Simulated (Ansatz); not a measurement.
# Relaxation of ZnO

The calculation used DFT PBE, scalar-relativistic, plane waves, PAW (Ansatz 0.2.0). Run with 420 eV cutoff, 12×12×6 k-mesh, Gaussian smearing of 0.02 eV, no spin polarisation.

What was changed: relaxed at 8 GPa.

Command:

```bash
ansatz run input.yaml --threads 1 --pin off --max-ram 2560MiB --backend cpu --events-out ev --progress --plain --runs-dir out
```

Input:

```yaml
crystal:
  lattice:
    - [3.2182961934, 0.0, 0.0]
    - [-1.6091480967, 2.7871262604, 0.0]
    - [0.0, 0.0, 5.1946227485]
  atoms:
    - { symbol: Zn, position: [0.6666666667, 0.3333333333, 0.5006231443] }
    - { symbol: Zn, position: [0.3333333333, 0.6666666667, 0.0006231443] }
    - { symbol: O, position: [0.6666666667, 0.3333333333, 0.8796868557] }
    - { symbol: O, position: [0.3333333333, 0.6666666667, 0.3796868557] }
basis:
  ecutwfc: 420
kpoints:
  mp_grid: { grid: [12, 12, 6] }
hamiltonian:
  xc: pbe
scf:
  occupations: { method: gaussian, width: 0.02 }
output:
  forces: true
  stress: true
  eigenvalues: true
relax:
  adjacent_minimum: "off"
  f_tol: 0.008
  max_steps: 50
  cell: { stress_tol: 0.08, p_target: 8.0 }
```

F is the free energy. Steps run on the plane waves of an earlier cell, but the last one, and at times one on the way, on a freshly chosen basis, so a repeated geometry can differ a little in energy. The relaxation lowers the enthalpy F + PV at the target pressure, so F itself can rise.

Steps:

```
step F − F(1) (eV) largest force component (eV/Å) V (Å³/atom) P (GPa)
   1         0.0000                           0.002       11.649     8.26
   2        -0.0019                           0.001       11.659     8.11
   3        -0.0032                           0.000       11.666     8.00
   4        -0.0036                           0.000       11.666     8.01
```

Relaxed structure:

```cif
data_structure
_symmetry_space_group_name_H-M 'P 1'
_symmetry_Int_Tables_number 1
_cell_length_a 3.2202
_cell_length_b 3.2202
_cell_length_c 5.1964
_cell_angle_alpha 90.000
_cell_angle_beta 90.000
_cell_angle_gamma 120.000
_cell_volume 46.66
loop_
_atom_site_label
_atom_site_type_symbol
_atom_site_fract_x
_atom_site_fract_y
_atom_site_fract_z
_atom_site_occupancy
Zn1 Zn 0.66667 0.33333 0.50062 1
Zn2 Zn 0.33333 0.66667 0.00062 1
O1 O 0.66667 0.33333 0.87969 1
O2 O 0.33333 0.66667 0.37969 1
```

It takes space group P6_3mc (No. 186, hexagonal). The conventional cell has a = 3.220 Å, b = 3.220 Å, c = 5.196 Å, α = 90.00°, β = 90.00°, γ = 120.00°. Zn (site symmetry 3m) is surrounded by 4 O at 1.96 to 1.97 Å. O (site symmetry 3m) has 4 Zn at 1.96 to 1.97 Å as nearest neighbours.

The run converged. The run took 15 s on 1 thread of Intel(R) Xeon(R) 6975P-C (Granite Rapids), on a shared host, peak memory 0.44 GiB.